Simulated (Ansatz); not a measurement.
## AlCu in Ansatz: the effect of functional

AlCu:

```xyz
2
Lattice="2.9975 0.0000 0.0000 0.0000 2.9975 0.0000 0.0000 0.0000 2.9975" Properties=species:S:1:pos:R:3 pbc="T T T"
Cu    1.4988    1.4988    1.4988
Al    0.0000    0.0000    0.0000
```

The cell comes from a database or a generator and needn't be the stable form of this composition.

Alike in all runs:

| Quantity | Value |
| --- | --- |
| Program | Ansatz 0.2.0 |
| Task | projected density of states |
| Potentials or basis | Ansatz PAW |
| k mesh | 5 × 5 × 5 |
| Occupations | fermi-dirac, width 0.05 eV |
| Spin | no spin polarisation |

Problem. One run gave: pressure -5.1 GPa. Which functional did it use?
A. LDA
B. HSE06
C. PBEsol
D. r2SCAN0
E. PBE0

Solution. A.

```tsv
functional	cutoff	pressure (GPa)
LDA	420 eV (not typed: the program's choice for these potentials)	-5.1
PBEsol	420 eV (not typed: the program's choice for these potentials)	-1.4
r2SCAN	500 eV (not typed: the program's choice for these potentials)	-1.9
HSE06	420 eV (not typed: the program's choice for these potentials)	2.6
PBE0	420 eV (not typed: the program's choice for these potentials)	2.7
r2SCAN0	500 eV (not typed: the program's choice for these potentials)	0.0
```

Caveats: all runs use coarse meshes; the PAW data sets come from PBE, with cores solved anew for the run's functional, which leaves a small shift of forces and pressure; the thresholds are loose for stress (some runs).
